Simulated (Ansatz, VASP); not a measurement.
One calculation of Al2Ru, two programs

```xyz
3
Lattice="-1.5604 1.5604 4.2218 1.5604 -1.5604 4.2218 1.5604 1.5604 -4.2218" Properties=species:S:1:pos:R:3 pbc="T T T"
Al    0.0000    0.0000    5.5660
Al    0.0000    0.0000    2.8776
Ru    0.0000    0.0000    0.0000
```

Alike in both runs: task single point; functional r2SCAN; k mesh 6 × 6 × 6; occupations gaussian, width 0.1 eV; no spin polarisation.

```csv
,VASP,Ansatz
version,VASP 6.6.1,Ansatz 0.2.0
potentials or method,"VASP PAW PBE potentials, release 64 (Al, Ru_pv)","scalar-relativistic, plane waves, PAW"
plane-wave cutoff (eV),520,500
valence electrons in the cell,20,22
```

Ansatz gave:

- gap on the k mesh at the Fermi level (eV): 0.20
- least direct gap on the mesh (eV): 0.66
- pressure (GPa): 0.1
- largest component of the traceless stress (GPa): 0.12
- rms of the force components (eV/Å): 0.001

Estimate VASP's values.

gap on the k mesh at the Fermi level (eV): 0.20; least direct gap on the mesh (eV): 0.67; pressure (GPa): 0.0; largest component of the traceless stress (GPa): 0.06; rms of the force components (eV/Å): 0.005.

Atom by atom the forces differ by 0.006 eV/Å (rms over components). The two sets of potentials don't hold the same shells in valence.

Caveats: the k mesh is coarse (spacing up to 0.47 Å⁻¹), so the values aren't converged; the PAW data sets were made with another functional, which shifts forces and pressure a little (VASP).
